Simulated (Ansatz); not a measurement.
Zone-centre phonons of Si at 7 GPa: input and output

Method: Ansatz, DFT PBEsol, scalar-relativistic, plane waves, PAW.

Launched with:
```bash
ansatz run input.yaml --threads 1 --pin off --max-ram 3072MiB --backend cpu --events-out ev --progress --plain --runs-dir out
```

Input (bare energies are in eV):
```yaml
crystal:
  lattice:
    - [0.0, 2.6586320657, 2.6586320657]
    - [2.6586320657, 0.0, 2.6586320657]
    - [2.6586320657, 2.6586320657, 0.0]
  atoms:
    - { symbol: Si, position: [0.5, 0.5, 0.5] }
    - { symbol: Si, position: [0.75, 0.75, 0.75] }
basis:
  ecutwfc: 420
kpoints:
  mp_grid: { grid: [12, 12, 12] }
hamiltonian:
  xc: pbesol
scf:
  occupations: { method: fixed }
output:
  eigenvalues: true
phonons:
  method: dfpt
  dielectric: true
  rigid_motions: translations
  eigenvectors: true
```

The end of the output:
```
--- Phonons (Γ-DFPT): 1 representative perturbation + reference, on 280 of 1728 k-points (Σ response iterations 3) ---
  k mesh reduced under 4 symmetry operations, with k and −k counted as one. Each operation leaves every solved perturbation unchanged. A smaller set is not considered because the run solves the response ...
  ASR residual: 1.142e-5 → 0.000e0 eV/Å²; symmetrization residual: 1.776e-14 eV/Å²
  ASR residual per site (eV/Å²): 1.14e-5 1.14e-5
  Γ frequencies (cm⁻¹): 0.00 0.00 0.00 542.44 542.44 542.44
  ε∞ (high-frequency dielectric tensor):
       13.142187    -0.000000    -0.000000
       -0.000000    13.142187    -0.000000
       -0.000000    -0.000000    13.142187
  ε⁰ (static dielectric tensor: ions relaxed, cell fixed):
       13.142187    -0.000000    -0.000000
       -0.000000    13.142187    -0.000000
       -0.000000    -0.000000    13.142187
  ε⁰ − ε∞ (ionic part):
        0.000000     0.000000     0.000000
        0.000000     0.000000     0.000000
        0.000000     0.000000     0.000000
  softest optical mode at Γ: 542.44 cm⁻¹; the repairs (sum rule, projections) moved no ω² at Γ by more than (0.33 cm⁻¹)²
  Born effective charges Z* (e; rows j = field, columns β = displacement):
    site 0:
         0.00000    0.00000    0.00000
         0.00000    0.00000    0.00000
         0.00000   -0.00000    0.00000
    site 1:
        -0.00000    0.00000   -0.00000
        -0.00000    0.00000   -0.00000
        -0.00000    0.00000   -0.00000
  Z* charge neutrality: 4.837e-4 e pre-enforcement
  solved inside a basis spanned on kpoints, on 12×12×12 k-points, its susceptibility summed on 16×16×16: ε∞ is read to err by 4.0e-2, Z* by 4.4e-3 e (field_mesh: kpoints solves on kpoints)
  optical modes at Γ without the LO–TO term, one row a degenerate level:
      ω (cm⁻¹) modes IR ((D/Å)²/amu)
        542.44      3             0.0000
  optical modes at Γ + LO–TO along q̂ = [1.0000, 0.0000, 0.0000]:
      ω (cm⁻¹) modes IR ((D/Å)²/amu)
        542.44      3             0.0000
  optical modes at Γ + LO–TO along q̂ = [0.0000, 1.0000, 0.0000]:
      ω (cm⁻¹) modes IR ((D/Å)²/amu)
        542.44      3             0.0000
  optical modes at Γ + LO–TO along q̂ = [0.0000, 0.0000, 1.0000]:
      ω (cm⁻¹) modes IR ((D/Å)²/amu)
        542.44      3             0.0000
```

Time: 27 s on 1 thread of Intel(R) Xeon(R) 6975P-C (Granite Rapids), on a shared host, peak memory 0.62 GiB.

The bands were filled as in an insulator; under compression the gap may have closed between mesh points.